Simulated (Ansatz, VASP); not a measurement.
# LiF in VASP and in Ansatz

The input INCAR:

```
  ALGO = Normal
  EDIFF = 1E-7
  ENCUT = 520
  ISIF = 2
  ISMEAR = 0
  LASPH = T
  LCHARG = F
  LREAL = F
  LWAVE = F
  NBANDS = 12
  NELM = 60
  PREC = Accurate
  SIGMA = 0.05
```

KPOINTS

```
k-points
0
Gamma
  10 10 10
```

The input POSCAR:

```
LiF
1.0
    0.0000000000      1.9801616542      1.9801616542
    1.9801616542      0.0000000000      1.9801616542
    1.9801616542      1.9801616542      0.0000000000
Li F
1 1
Direct
    0.0000000000      0.0000000000      0.0000000000
    0.5000000000      0.5000000000      0.5000000000
```

Input for Ansatz:

```yaml
crystal:
  lattice:
    - [0.0, 1.9801616542, 1.9801616542]
    - [1.9801616542, 0.0, 1.9801616542]
    - [1.9801616542, 1.9801616542, 0.0]
  atoms:
    - { symbol: Li, position: [0.0, 0.0, 0.0] }
    - { symbol: F, position: [0.5, 0.5, 0.5] }
basis:
  ecutwfc: 420
  ecutrho_ratio: 4
kpoints:
  mp_grid: { grid: [10, 10, 10] }
hamiltonian:
  xc: lda
scf:
  occupations: { method: gaussian, width: 0.05 }
output:
  forces: true
  stress: true
  eigenvalues: true
```

Alike in both runs: task single point; functional LDA; k mesh 10 × 10 × 10; occupations gaussian, width 0.05 eV; no spin polarisation.

|  | VASP | Ansatz |
| --- | --- | --- |
| version | VASP 6.6.1 | Ansatz 0.2.0 |
| potentials or method | VASP PAW LDA potentials, release 64 (Li_sv, F) | scalar-relativistic, plane waves, PAW |
| plane-wave cutoff (eV) | 520 | 420 |
| valence electrons in the cell | 10 | 10 |

|  | VASP | Ansatz | Ansatz less VASP |
| --- | --- | --- | --- |
| gap on the k mesh at the Fermi level (eV) | 9.31 | 9.31 | +0.006 |
| least direct gap on the mesh (eV) | 9.31 | 9.31 | +0.006 |

 A k mesh can miss the band edges. As with any semilocal functional, this LDA gap is likely too small.
